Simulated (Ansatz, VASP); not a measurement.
## One calculation of Ba, two programs

File INCAR:

```
SYSTEM = Ba
ALGO = Normal
EDIFF = 1E-8
ENCUT = 520
GGA = PS
ISIF = 2
ISMEAR = -1
LASPH = .TRUE.
LCHARG = .FALSE.
LEFG = .TRUE.
LREAL = .FALSE.
LWAVE = .FALSE.
NBANDS = 11
NELM = 100
PREC = Accurate
SIGMA = 0.05
```

Contents of KPOINTS:

```
k-points
0
G
  10 10 10
  0 0 0
```

File POSCAR:

```
Ba
1.0
   -2.5253813615      2.5253813615      2.4500000000
    2.5253813615     -2.5253813615      2.4500000000
    2.5253813615      2.5253813615     -2.4500000000
Ba
1
Direct
    0.0000000000      0.0000000000      0.0000000000
```

Input for Ansatz:

```yaml
crystal:
  lattice:
    - [-2.5253813615, 2.5253813615, 2.45]
    - [2.5253813615, -2.5253813615, 2.45]
    - [2.5253813615, 2.5253813615, -2.45]
  atoms:
    - { symbol: Ba, position: [0.0, 0.0, 0.0] }
kpoints:
  mp_grid: { grid: [10, 10, 10] }
scf:
  occupations: { method: fermi_dirac, width: 0.05 }
  mixing: { preconditioner: ldos }
hamiltonian:
  xc: pbesol
  pseudopotentials: { kind: all_electron, datasets: crystal }
output:
  forces: true
  stress: true
  eigenvalues: true
  efg: { contact_densities: true }
```

Alike in both runs: task electric field gradients; functional PBEsol; k mesh 10 × 10 × 10; occupations fermi-dirac, width 0.05 eV; no spin polarisation.

|  | VASP | Ansatz |
| --- | --- | --- |
| version | VASP 6.6.1 | Ansatz 0.2.0 |
| potentials or method | VASP PAW PBE potentials, release 64 (Ba_sv) | all-electron PAW with datasets made for the crystal, scalar-relativistic |
| plane-wave cutoff (eV) | 520 | see its input |

VASP gave:

```
gap on the k mesh at the Fermi level (eV)       : none
pressure (GPa)                                  : -0.5
largest component of the traceless stress (GPa) : 0.10
```

**Question.** Which values does Ansatz return?

**Answer.** gap on the k mesh at the Fermi level (eV): none; pressure (GPa): -0.6; largest component of the traceless stress (GPa): 0.10.

A gap of «none» marks a metal or a gap that the smearing closes. Ansatz ran all-electron here, so the differences hold the error of VASP's frozen core and of both bases. Ansatz warned: «gradients_without_spin_orbit».

Caveats: the PAW data sets were made with another functional, which shifts forces and pressure a little (VASP). Spin-orbit coupling is left out, which matters for the levels of Ba.
